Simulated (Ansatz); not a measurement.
**Computed properties of IrO₂**

```
Ir O
1.0
     4.49900    0.00000    0.00000
     0.00000    4.49900    0.00000
     0.00000    0.00000    3.14600
Ir O
2 4
Direct
  0.00000 0.00000 0.00000
  0.50000 0.50000 0.50000
  0.31100 0.31100 0.00000
  0.18900 0.81100 0.50000
  0.68900 0.68900 0.00000
  0.81100 0.18900 0.50000
```

Atom numbers follow the list: Ir1, Ir2, O3, O4, O5, O6.

The cell comes from COD entry 1538153, which wasn't checked; take it as a given geometry. It is an old determination, and later ones may differ.

No spin–orbit coupling, which matters for the heavy atoms here.

Methods: DFT, PBEsol, all-electron LAPW, scalar-relativistic (Ansatz 0.2.0); DFT, PBEsol, PAW with Ansatz's default frozen-core files, scalar-relativistic (Ansatz 0.2.0).

For LAPW: a Γ-centred 8×8×11 k mesh, Fermi–Dirac smearing of 0.05 eV, basis error target 0.5 meV/atom, no spin polarisation. PAW takes a cutoff of 420 eV at this cell (files made with PBE, cores remade for this functional). The Ansatz runs share mesh, smearing and spin set-up. Values come from LAPW unless marked.

```json
{
 "Pressure at this cell": "-18.4 kbar",
 "Band gap": "none: bands cross the Fermi level, a metal",
 "Stress xx, yy, zz (compression positive)": "-3.89, -3.89, 2.27 GPa",
 "Largest force": "0.551 eV/Å on O6",
 "Density of states at the Fermi level (0.2 eV bin)": "3.02 states/eV per cell",
 "Löwdin charges (with 0.24 e of the cell spilling out of the atomic basis, so their sizes and signs hang on that basis)": "Ir1 1.38, O3 -0.63 e",
 "Bader charges (from the PAW run)": "Ir1 +1.74, O3 -0.87 e",
 "Volume per atom": "10.61 Å³"
}
```
